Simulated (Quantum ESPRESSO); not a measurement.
# WC (Qusongite) (P-6m2) in Quantum ESPRESSO: further runs

Aim: see how the results for WC (Qusongite) move with the level of theory and the settings. Levels: PBEsol, LDA. Tasks: band structure, single point, equation of state.

Everything below comes from runs of Quantum ESPRESSO 7.5. Logs are shortened: lines on timing, memory, paths and dates and some standing lists are left out, and cuts for length are marked.

### Step 1. The structure

The structure is hexagonal, space group P-6m2 (No. 187). The conventional cell has a = 2.907 Å, b = 2.907 Å, c = 2.837 Å, α = 90.00°, β = 90.00°, γ = 120.00°. W (site symmetry -6m2) is surrounded by 6 C at 2.20 Å. C (site symmetry -6m2) is surrounded by 6 W at 2.20 Å.

### Step 2. Band structure, PBEsol

pw.in reads:

```
&CONTROL
  calculation = 'scf'
  prefix = 'pwscf'
  outdir = './tmp'
  pseudo_dir = './pseudo'
  tprnfor = .true.
  tstress = .true.
  disk_io = 'low'
/
&SYSTEM
  ibrav = 0
  celldm(1) = 8
  nat = 2
  ntyp = 2
  ecutwfc = 82
  nbnd = 15
  occupations = 'smearing'
  smearing = 'fd'
  degauss = 0.00367493
/
&ELECTRONS
  conv_thr = 4d-10
  electron_maxstep = 120
  mixing_beta = 0.5
/
ATOMIC_SPECIES
W    183.8400 W.upf
C     12.0110 C.upf
CELL_PARAMETERS alat
  0.6865611226531   0.0000000000000   0.0000000000000
 -0.3432805613266   0.5945793734685   0.0000000000000
  0.0000000000000   0.0000000000000   0.6700496406392
ATOMIC_POSITIONS crystal
W      0.0000000000    0.0000000000    0.0000000000
C      0.6666666667    0.3333333333    0.5000000000
K_POINTS automatic
10 10 9 0 0 0
```

bands.in reads:

```
&CONTROL
  calculation = 'bands'
  prefix = 'pwscf'
  outdir = './tmp'
  pseudo_dir = './pseudo'
  disk_io = 'low'
  verbosity = 'high'
/
&SYSTEM
  ibrav = 0
  celldm(1) = 8
  nat = 2
  ntyp = 2
  ecutwfc = 82
  nbnd = 15
  occupations = 'smearing'
  smearing = 'fd'
  degauss = 0.00367493
/
&ELECTRONS
  conv_thr = 1d-08
  electron_maxstep = 120
  mixing_beta = 0.5
  diago_full_acc = .true.
  startingwfc = 'random'
/
ATOMIC_SPECIES
W    183.8400 W.upf
C     12.0110 C.upf
CELL_PARAMETERS alat
  0.6865611226531   0.0000000000000   0.0000000000000
 -0.3432805613266   0.5945793734685   0.0000000000000
  0.0000000000000   0.0000000000000   0.6700496406392
ATOMIC_POSITIONS crystal
W      0.0000000000    0.0000000000    0.0000000000
C      0.6666666667    0.3333333333    0.5000000000
K_POINTS crystal
60
 0.0000000000  0.0000000000  0.0000000000 1
 0.0833333333  0.0000000000  0.0000000000 1
 0.1666666667  0.0000000000  0.0000000000 1
 0.2500000000  0.0000000000  0.0000000000 1
 0.3333333333  0.0000000000  0.0000000000 1
 0.4166666667  0.0000000000  0.0000000000 1
 0.5000000000  0.0000000000  0.0000000000 1
 0.4444444444  0.1111111111  0.0000000000 1
 0.3888888889  0.2222222222  0.0000000000 1
 0.3333333333  0.3333333333  0.0000000000 1
 0.2916666667  0.2916666667  0.0000000000 1
 0.2500000000  0.2500000000  0.0000000000 1
 0.2083333333  0.2083333333  0.0000000000 1
 0.1666666667  0.1666666667  0.0000000000 1
 0.1250000000  0.1250000000  0.0000000000 1
 0.0833333333  0.0833333333  0.0000000000 1
 0.0416666667  0.0416666667  0.0000000000 1
 0.0000000000  0.0000000000  0.0000000000 1
 0.0000000000  0.0000000000  0.0833333333 1
 0.0000000000  0.0000000000  0.1666666667 1
 0.0000000000  0.0000000000  0.2500000000 1
 0.0000000000  0.0000000000  0.3333333333 1
 0.0000000000  0.0000000000  0.4166666667 1
 0.0000000000  0.0000000000  0.5000000000 1
 0.0714285714  0.0000000000  0.5000000000 1
 0.1428571429  0.0000000000  0.5000000000 1
 0.2142857143  0.0000000000  0.5000000000 1
 0.2857142857  0.0000000000  0.5000000000 1
 0.3571428571  0.0000000000  0.5000000000 1
 0.4285714286  0.0000000000  0.5000000000 1
 0.5000000000  0.0000000000  0.5000000000 1
 0.4583333333  0.0833333333  0.5000000000 1
 0.4166666667  0.1666666667  0.5000000000 1
 0.3750000000  0.2500000000  0.5000000000 1
 0.3333333333  0.3333333333  0.5000000000 1
 0.2962962963  0.2962962963  0.5000000000 1
 0.2592592593  0.2592592593  0.5000000000 1
 0.2222222222  0.2222222222  0.5000000000 1
 0.1851851852  0.1851851852  0.5000000000 1
 0.1481481481  0.1481481481  0.5000000000 1
 0.1111111111  0.1111111111  0.5000000000 1
 0.0740740741  0.0740740741  0.5000000000 1
 0.0370370370  0.0370370370  0.5000000000 1
 0.0000000000  0.0000000000  0.5000000000 1
 0.5000000000  0.0000000000  0.5000000000 1
 0.5000000000  0.0000000000  0.4285714286 1
 0.5000000000  0.0000000000  0.3571428571 1
 0.5000000000  0.0000000000  0.2857142857 1
 0.5000000000  0.0000000000  0.2142857143 1
 0.5000000000  0.0000000000  0.1428571429 1
 0.5000000000  0.0000000000  0.0714285714 1
 0.5000000000  0.0000000000  0.0000000000 1
 0.3333333333  0.3333333333  0.0000000000 1
 0.3333333333  0.3333333333  0.0714285714 1
 0.3333333333  0.3333333333  0.1428571429 1
 0.3333333333  0.3333333333  0.2142857143 1
 0.3333333333  0.3333333333  0.2857142857 1
 0.3333333333  0.3333333333  0.3571428571 1
 0.3333333333  0.3333333333  0.4285714286 1
 0.3333333333  0.3333333333  0.5000000000 1
```

Potentials or basis: PseudoDojo 0.4.1 SR PBEsol standard.

The run is started by

```console
> OMP_NUM_THREADS=1 pw.x -in pw.in > pw.out
> OMP_NUM_THREADS=1 pw.x -in bands.in > bands.out
```

pw.out:

```text
This program is part of the open-source Quantum ESPRESSO suite
     for quantum simulation of materials; please cite
         "P. Giannozzi et al., J. Phys.:Condens. Matter 21 395502 (2009);
         "P. Giannozzi et al., J. Phys.:Condens. Matter 29 465901 (2017);
         "P. Giannozzi et al., J. Chem. Phys. 152 154105 (2020);
     in publications or presentations arising from this work. More details at

     Message from routine setup:
     using ibrav=0 with symmetry is DISCOURAGED, use correct ibrav instead

     G-vector sticks info
     --------------------
     sticks:   dense  smooth     PW     G-vecs:    dense   smooth      PW
     Sum         673     673    199                14023    14023    2327

     Using Slab Decomposition

     bravais-lattice index     =            0
     lattice parameter (alat)  =       8.0000  a.u.
     unit-cell volume          =     140.0445 (a.u.)^3
     number of atoms/cell      =            2
     number of atomic types    =            2
     number of electrons       =        18.00
     number of Kohn-Sham states=           15
     kinetic-energy cutoff     =      82.0000  Ry
     charge density cutoff     =     328.0000  Ry
     scf convergence threshold =      4.0E-10
     mixing beta               =       0.5000
     number of iterations used =            8  plain     mixing
     Exchange-correlation= PBESOL
                           (   1   4  10   8   0   0   0)

     celldm(1)=   8.000000  celldm(2)=   0.000000  celldm(3)=   0.000000
     celldm(4)=   0.000000  celldm(5)=   0.000000  celldm(6)=   0.000000

     crystal axes: (cart. coord. in units of alat)
               a(1) = (   0.686561   0.000000   0.000000 )
               a(2) = (  -0.343281   0.594579   0.000000 )
               a(3) = (   0.000000   0.000000   0.670050 )

     reciprocal axes: (cart. coord. in units 2 pi/alat)
               b(1) = (  1.456535  0.840931 -0.000000 )
               b(2) = (  0.000000  1.681861  0.000000 )
               b(3) = (  0.000000 -0.000000  1.492427 )

     PseudoPot. # 1 for W  read from file:
     W.upf
     Pseudo is Norm-conserving + core correction, Zval = 14.0
     Generated using ONCVPSP code by D. R. Hamann
     Using radial grid of 1396 points,  8 beta functions with:
                l(1) =   0
                l(2) =   0
                l(3) =   1
                l(4) =   1
                l(5) =   2
                l(6) =   2
                l(7) =   3
                l(8) =   3

     PseudoPot. # 2 for C  read from file:
     C.upf
     Pseudo is Norm-conserving + core correction, Zval =  4.0
     Generated using ONCVPSP code by D. R. Hamann
     Using radial grid of 1248 points,  4 beta functions with:
                l(1) =   0
                l(2) =   0
                l(3) =   1
                l(4) =   1

     atomic species   valence    mass     pseudopotential
     W                14.00   183.84000     W ( 1.00)
     C                 4.00    12.01100     C ( 1.00)

     12 Sym. Ops. (no inversion) found

   Cartesian axes

     site n.     atom                  positions (alat units)
         1        W      tau(   1) = (   0.0000000   0.0000000   0.0000000  )
         2        C      tau(   2) = (   0.3432806   0.1981931   0.3350248  )

     number of k points=    70  Fermi-Dirac smearing, width (Ry)=  0.0037
                       cart. coord. in units 2pi/alat
        k(    1) = (   0.0000000   0.0000000   0.0000000), wk =   0.0022222
        k(    2) = (   0.0000000   0.0000000   0.1658252), wk =   0.0044444
        k(    3) = (   0.0000000   0.0000000   0.3316504), wk =   0.0044444
        k(    4) = (   0.0000000   0.0000000   0.4974756), wk =   0.0044444
        k(    5) = (   0.0000000   0.0000000   0.6633008), wk =   0.0044444
        k(    6) = (   0.0000000   0.1681861   0.0000000), wk =   0.0133333
[... 62 lines left out ...]
        k(   69) = (   0.4369604   0.7568376   0.4974756), wk =   0.0266667
        k(   70) = (   0.4369604   0.7568376   0.6633008), wk =   0.0266667

     Dense  grid:    14023 G-vectors     FFT dimensions: (  32,  32,  32)

     Initial potential from superposition of free atoms

     starting charge      17.9995, renormalised to      18.0000
     Starting wfcs are   14 randomized atomic wfcs +    1 random wfcs

     Self-consistent Calculation

     iteration #  1     ecut=    82.00 Ry     beta= 0.50
     Davidson diagonalization with overlap
     ethr =  1.00E-02,  avg # of iterations =  5.0

     total energy              =    -163.54184849 Ry
     estimated scf accuracy    <       0.42415283 Ry

     iteration #  2     ecut=    82.00 Ry     beta= 0.50
     Davidson diagonalization with overlap
     ethr =  2.36E-03,  avg # of iterations =  2.0
[... 43 lines left out ...]
     total energy              =    -163.70860924 Ry
     estimated scf accuracy    <          2.4E-09 Ry

     iteration #  9     ecut=    82.00 Ry     beta= 0.50
     Davidson diagonalization with overlap
     ethr =  1.31E-11,  avg # of iterations =  4.0

     End of self-consistent calculation

          k = 0.0000 0.0000 0.0000 (  1737 PWs)   bands (ev):

   -53.5586 -17.5463 -17.4357 -17.4357   5.9577  16.0704  17.0586  17.0586
    20.4969  23.6187  23.6187  26.0312  26.0312  26.7914  34.6550

          k = 0.0000 0.0000 0.1658 (  1761 PWs)   bands (ev):

   -53.5539 -17.6380 -17.4278 -17.4278   6.2586  15.9011  17.1949  17.1949
    20.4891  22.7108  22.7108  26.5018  26.5018  27.0216  35.3198
[... 108 lines left out ...]
   -53.4759 -18.0972 -17.9696 -17.5503   9.2881  13.5847  16.4947  16.8231
    19.6124  23.8280  24.1524  27.2317  28.2442  31.3219  34.3775

          k = 0.0000 0.6727 0.6633 (  1762 PWs)   bands (ev):

   -53.4671 -18.1173 -18.0720 -17.5328   9.2325  13.8632  16.2953  16.4355
    19.8669  24.0435  25.2840  26.9184  29.0774  31.3581  33.7716

          k = 0.0000-0.8409 0.0000 (  1770 PWs)   bands (ev):

   -53.5001 -18.2532 -17.6275 -17.4340   9.3346  13.3503  16.7698  16.8127
    19.9500  22.7283  24.9304  25.2848  27.2624  30.0573  33.1497

          k = 0.0000-0.8409 0.1658 (  1768 PWs)   bands (ev):

   -53.4955 -18.2401 -17.6182 -17.5178   9.4151  13.2644  16.1569  17.9338
    19.0636  23.5356  24.9574  25.2465  27.0001  30.6933  33.2090

          k = 0.0000-0.8409 0.3317 (  1762 PWs)   bands (ev):

   -53.4837 -18.2065 -17.7256 -17.5945   9.4899  13.1515  16.2421  17.7255
    19.1639  24.2578  24.3099  26.4789  26.9371  31.3654  33.7006

          k = 0.0000-0.8409 0.4975 (  1744 PWs)   bands (ev):

   -53.4704 -18.1680 -17.9548 -17.5675   9.3528  13.3939  16.4315  16.6890
    20.1640  24.2654  24.6494  27.0999  28.1357  31.1172  34.3960

          k = 0.0000-0.8409 0.6633 (  1748 PWs)   bands (ev):

   -53.4616 -18.1427 -18.1005 -17.5497   9.1691  13.8409  16.1383  16.2671
    20.6381  24.8145  25.3771  27.1166  29.3975  30.6089  33.2081

          k = 0.1457 0.2523 0.0000 (  1752 PWs)   bands (ev):

   -53.5430 -17.6585 -17.5164 -17.4940   6.7127  15.6632  16.8462  17.7340
    18.9283  23.2957  24.7590  25.4557  25.5513  28.7186  34.0217

          k = 0.1457 0.2523 0.1658 (  1744 PWs)   bands (ev):
[... 186 lines left out ...]
   -53.4642 -18.0034 -17.9376 -17.8462   9.6339  13.7980  15.2460  17.2471
    19.5855  24.1537  26.2934  27.2629  28.3590  30.9311  33.7260

          k = 0.4370 0.7568 0.6633 (  1766 PWs)   bands (ev):

   -53.4555 -18.0822 -17.9799 -17.8248   9.4841  13.3622  14.9596  18.5086
    19.6540  24.8471  26.7275  27.5115  29.8194  29.9603  32.2990

     the Fermi energy is    20.3901 ev

!    total energy              =    -163.70860924 Ry
     estimated scf accuracy    <          8.8E-11 Ry
     smearing contrib. (-TS)   =      -0.00013280 Ry
     internal energy E=F+TS    =    -163.70847644 Ry

     The total energy is F=E-TS. E is the sum of the following terms:
     one-electron contribution =     -11.90895354 Ry
     hartree contribution      =      17.46720417 Ry
     xc contribution           =     -37.24407842 Ry
     ewald contribution        =    -132.02264865 Ry

     convergence has been achieved in   9 iterations

     Forces acting on atoms (cartesian axes, Ry/au):

     atom    1 type  1   force =     0.00000000    0.00000000    0.00000000
     atom    2 type  2   force =     0.00000000    0.00000000    0.00000000

     Total force =     0.000000     Total SCF correction =     0.000000

     Computing stress (Cartesian axis) and pressure

          total   stress  (Ry/bohr**3)                   (kbar)     P=      -31.51
  -0.00018462  -0.00000000   0.00000000          -27.16       -0.00        0.00
  -0.00000000  -0.00018462   0.00000000           -0.00      -27.16        0.00
   0.00000000  -0.00000000  -0.00027334            0.00       -0.00      -40.21

=------------------------------------------------------------------------------=
   JOB DONE.
=------------------------------------------------------------------------------=
```

Run time: 53 s. Hardware: 1 thread of AMD EPYC 7R43 (Zen 3), shared host; peak memory 0.08 GiB.

What came out:

- Free energy: -2227.3691 eV
- Pressure: -3.2 GPa
- Band gap on the k mesh: none (metal or under the smearing width)

Levels at the corners of the path, in eV from the Fermi level:
```tsv
point	band 7	band 8	band 9	band 10	band 11	band 12
Γ	-3.33	-3.33	0.11	3.23	3.23	5.64
M	-3.62	-3.58	-0.44	2.34	4.54	4.89
K	-4.57	-3.45	0.60	1.00	2.06	3.23
Γ	-3.33	-3.33	0.11	3.23	3.23	5.64
A	-2.01	-2.01	-0.59	-0.59	3.68	4.54
L	-4.32	-4.18	0.30	4.45	5.32	6.66
H	-5.40	-1.60	-0.64	4.41	6.42	7.62
A	-2.01	-2.01	-0.59	-0.59	3.68	4.54
L	-4.32	-4.18	0.30	4.45	5.32	6.66
M	-3.62	-3.58	-0.44	2.34	4.54	4.89
K	-4.57	-3.45	0.60	1.00	2.06	3.23
H	-5.40	-1.60	-0.64	4.41	6.42	7.62
```

Caveat: spin-orbit coupling is left out, which moves the levels of the heavy elements.

### Step 3. Single point, LDA, 9.75 Å³/atom

pw.in: that of step 2 with these lines changed.

```diff
@@ -7,3 +7,3 @@
   tstress = .true.
-  disk_io = 'low'
+  disk_io = 'nowf'
 /
@@ -11,3 +11,2 @@
   ibrav = 0
-  celldm(1) = 8
   nat = 2
@@ -28,6 +27,6 @@
 C     12.0110 C.upf
-CELL_PARAMETERS alat
-  0.6865611226531   0.0000000000000   0.0000000000000
- -0.3432805613266   0.5945793734685   0.0000000000000
-  0.0000000000000   0.0000000000000   0.6700496406392
+CELL_PARAMETERS angstrom
+   2.8471670250    0.0000000000    0.0000000000
+  -1.4235835125    2.4657189725    0.0000000000
+   0.0000000000    0.0000000000    2.7786939560
 ATOMIC_POSITIONS crystal
```

Potentials or basis: PseudoDojo 0.4.1 SR LDA standard.

The run is started by

```console
> OMP_NUM_THREADS=1 pw.x -in pw.in > pw.out
```

It took 31 s on 1 thread of AMD EPYC 7R43 (Zen 3), shared host; peak memory 0.09 GiB.

It converged, with:

```yaml
Free_energy: -2230.6717 eV
Pressure: 16.5 GPa
Band_gap_on_the_k_mesh: none (metal or under the smearing width)
```

### Step 4. Single point, LDA, 9.96 Å³/atom

pw.in: that of step 3 with these lines changed.

```diff
@@ -28,5 +28,5 @@
 CELL_PARAMETERS angstrom
-   2.8471670250    0.0000000000    0.0000000000
-  -1.4235835125    2.4657189725    0.0000000000
-   0.0000000000    0.0000000000    2.7786939560
+   2.8672181576    0.0000000000    0.0000000000
+  -1.4336090788    2.4830837627    0.0000000000
+   0.0000000000    0.0000000000    2.7982628680
 ATOMIC_POSITIONS crystal
```

The run is started by

```console
> OMP_NUM_THREADS=1 pw.x -in pw.in > pw.out
```

Run time: 34 s. Hardware: 1 thread of AMD EPYC 7R43 (Zen 3), shared host; peak memory 0.09 GiB.

Results (log left out):

```yaml
Free_energy: -2230.7017 eV
Pressure: 6.5 GPa
Band_gap_on_the_k_mesh: none (metal or under the smearing width)
```

### Step 5. Single point, LDA, 10.17 Å³/atom

pw.in: that of step 4 with these lines changed.

```diff
@@ -28,5 +28,5 @@
 CELL_PARAMETERS angstrom
-   2.8672181576    0.0000000000    0.0000000000
-  -1.4336090788    2.4830837627    0.0000000000
-   0.0000000000    0.0000000000    2.7982628680
+   2.8869927008    0.0000000000    0.0000000000
+  -1.4434963504    2.5002090195    0.0000000000
+   0.0000000000    0.0000000000    2.8175618425
 ATOMIC_POSITIONS crystal
```

The run is started by

```console
> OMP_NUM_THREADS=1 pw.x -in pw.in > pw.out
```

Run time: 28 s. Hardware: 1 thread of AMD EPYC 7R43 (Zen 3), shared host; peak memory 0.09 GiB.

It converged, with:

| Property | Result |
| --- | --- |
| Free energy | -2230.7072 eV |
| Pressure | -2.4 GPa |
| Band gap on the k mesh | none (metal or under the smearing width) |

### Step 6. Single point, LDA, 10.38 Å³/atom

pw.in: that of step 5 with these lines changed.

```diff
@@ -28,5 +28,5 @@
 CELL_PARAMETERS angstrom
-   2.8869927008    0.0000000000    0.0000000000
-  -1.4434963504    2.5002090195    0.0000000000
-   0.0000000000    0.0000000000    2.8175618425
+   2.9065000000    0.0000000000    0.0000000000
+  -1.4532500000    2.5171028361    0.0000000000
+   0.0000000000    0.0000000000    2.8366000000
 ATOMIC_POSITIONS crystal
```

Potentials or basis: PseudoDojo 0.4.1 SR LDA standard.

The run is started by

```console
> OMP_NUM_THREADS=1 pw.x -in pw.in > pw.out
```

It took 34 s on 1 thread of AMD EPYC 7R43 (Zen 3), shared host; peak memory 0.09 GiB.

It converged, with:

```yaml
Free_energy: -2230.6905 eV
Pressure: -10.5 GPa
Band_gap_on_the_k_mesh: none (metal or under the smearing width)
```

### Step 7. Single point, LDA, 10.58 Å³/atom

pw.in: that of step 6 with these lines changed.

```diff
@@ -28,5 +28,5 @@
 CELL_PARAMETERS angstrom
-   2.9065000000    0.0000000000    0.0000000000
-  -1.4532500000    2.5171028361    0.0000000000
-   0.0000000000    0.0000000000    2.8366000000
+   2.9257489053    0.0000000000    0.0000000000
+  -1.4628744527    2.5337728771    0.0000000000
+   0.0000000000    0.0000000000    2.8553859779
 ATOMIC_POSITIONS crystal
```

The run is started by

```console
> OMP_NUM_THREADS=1 pw.x -in pw.in > pw.out
```

It took 30 s on 1 thread of AMD EPYC 7R43 (Zen 3), shared host; peak memory 0.09 GiB.

Results (log left out):

| Property | Result |
| --- | --- |
| Free energy | -2230.6541 eV |
| Pressure | -17.8 GPa |
| Band gap on the k mesh | none (metal or under the smearing width) |

### Step 8. Single point, LDA, 10.79 Å³/atom

pw.in: that of step 7 with these lines changed.

```diff
@@ -28,5 +28,5 @@
 CELL_PARAMETERS angstrom
-   2.9257489053    0.0000000000    0.0000000000
-  -1.4628744527    2.5337728771    0.0000000000
-   0.0000000000    0.0000000000    2.8553859779
+   2.9447478072    0.0000000000    0.0000000000
+  -1.4723739036    2.5502264088    0.0000000000
+   0.0000000000    0.0000000000    2.8739279649
 ATOMIC_POSITIONS crystal
```

The run is started by

```console
> OMP_NUM_THREADS=1 pw.x -in pw.in > pw.out
```

Run time: 26 s. Hardware: 1 thread of AMD EPYC 7R43 (Zen 3), shared host; peak memory 0.09 GiB.

The run converged. Its results:

```yaml
Free_energy: -2230.5998 eV
Pressure: -24.3 GPa
Band_gap_on_the_k_mesh: none (metal or under the smearing width)
```

### Step 9. Single point, LDA, 11.00 Å³/atom

pw.in: that of step 8 with these lines changed.

```diff
@@ -28,5 +28,5 @@
 CELL_PARAMETERS angstrom
-   2.9447478072    0.0000000000    0.0000000000
-  -1.4723739036    2.5502264088    0.0000000000
-   0.0000000000    0.0000000000    2.8739279649
+   2.9635046684    0.0000000000    0.0000000000
+  -1.4817523342    2.5664703270    0.0000000000
+   0.0000000000    0.0000000000    2.8922337321
 ATOMIC_POSITIONS crystal
```

Potentials or basis: PseudoDojo 0.4.1 SR LDA standard.

The run is started by

```console
> OMP_NUM_THREADS=1 pw.x -in pw.in > pw.out
```

Run time: 34 s. Hardware: 1 thread of AMD EPYC 7R43 (Zen 3), shared host; peak memory 0.09 GiB.

Results (log left out):

- Free energy: -2230.5295 eV
- Pressure: -30.1 GPa
- Band gap on the k mesh: none (metal or under the smearing width)

Caveat: the cell as given lies far from equilibrium.

### Step 10. Equation of state, LDA

This step only gathers the single runs of the series.

Results:

```yaml
Equilibrium_volume: 10.11 Å³/atom
Bulk_modulus_at_fixed_shape_and_positions: 427 GPa
Pressure_derivative_of_the_bulk_modulus: 4.3
```

Energy against volume, from the lowest point:
```
volume (Å³/atom)  energy (meV/atom)
           9.754              17.74
           9.961               2.72
          10.169               0.00
          10.376               8.32
          10.584              26.57
          10.791              53.71
          10.999              88.85
```

Caveat: the cell was scaled at fixed shape and fractional positions, which overstates the stiffness of a crystal with free parameters, most of all of layers and chains. The run has no spin-orbit coupling, so splittings on W are missing.
